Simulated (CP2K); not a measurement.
Te:

```
CELL_PARAMETERS angstrom
4.45400 0.00000 0.00000
-2.22700 3.85728 0.00000
0.00000 0.00000 5.92400
ATOMIC_POSITIONS crystal
Te 0.73100 0.73100 0.00000
Te 0.00000 0.26900 0.66667
Te 0.26900 0.00000 0.33333
```

Base run:

| Property | Result |
| --- | --- |
| Program | CP2K 2026.2 |
| Functional | PBEsol |
| Potentials or basis | POTENTIAL_UZH Te GTH-PBE-q6; TZVP-MOLOPT-PBE-GTH basis |
| Density cutoff | 6123 eV |
| k mesh | 7 × 7 × 5 |
| Occupations | fermi-dirac, width 0.05 eV |
| Spin | no spin polarisation |

Its results: pressure 0.7 GPa; largest force 0.457 eV/Å.

**Question.** The run is repeated on the same cell with these changes: functional from PBEsol to PBE; occupations from fermi-dirac, width 0.05 eV to fermi-dirac, width 0.0259 eV. What comes out?

**Answer.** Pressure 2.2 GPa; largest force 0.354 eV/Å.

Caveats: the basis of atomic orbitals isn't converged, which shifts pressures, moduli and gaps; the potentials were made for another functional, which shifts forces and pressure (some runs).
